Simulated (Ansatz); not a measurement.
A (111) slab of CdO (Fm-3m (No. 225)), 9 planes, outer planes Cd (top) and Cd (bottom), with 9 atoms (Cd5O4) in a surface cell of A = 9.589 Å², as cut from the bulk:

```
CELL_PARAMETERS angstrom
3.32760 0.00000 0.00000
-1.66380 2.88179 0.00000
0.00000 0.00000 25.86791
ATOMIC_POSITIONS crystal
Cd 0.66667 0.33333 0.28993
O 0.00000 0.00000 0.34245
Cd 0.33333 0.66667 0.39497
O 0.66667 0.33333 0.44748
Cd 0.00000 0.00000 0.50000
O 0.33333 0.66667 0.55252
Cd 0.66667 0.33333 0.60503
O 0.00000 0.00000 0.65755
Cd 0.33333 0.66667 0.71007
```

The calculation used DFT r2SCAN, scalar-relativistic, plane waves, PAW (Ansatz 0.2.0). Settings: cutoff 500 eV, Γ-centred mesh 12×12×1 on the computed 9-atom cell, Gaussian smearing of 0.10 eV; no spin polarisation. The cell repeats along c with a dipole correction in the vacuum.

The relaxed slab holds 4 formula units of CdO and 1 further Cd. Against those formula units in the bulk and the further Cd in its standard state it lies 1.415 eV higher. The formation energy of CdO from the standard states is -2.513 eV a formula unit (uncorrected, no zero-point or thermal terms).

**Question.** Over what range can the chemical potential of Cd vary, and what is the surface energy at both ends?

**Answer.** In contact with the bulk, μ(Cd) + μ(O) is fixed. With Δμ counted from the standard states, Δμ(Cd) ≤ 0 keeps elemental Cd from forming, and Δμ(O) ≤ 0 requires Δμ(Cd) ≥ ΔH = -2.513 eV. Other compounds of Cd and O can narrow this range. Then γ, the mean of both faces, = [1.415 eV − 1.00·Δμ(Cd)]/(2A). At the Cd-rich end (Δμ = 0): 1.415/(2 × 9.589) × 16.02 = 1.18 J/m². At the Cd-poor end: (1.415 + 2.513)/(2 × 9.589) × 16.02 = 3.28 J/m².

**Question.** How does its energy depend on growth conditions?

**Answer.** It carries an excess of Cd, so its energy falls by 0.84 J/m² for each eV that μ(Cd) rises: Cd-rich conditions lower it; whether it appears depends on the other terminations.

Spin polarisation was left out, and a magnetic state may lie lower.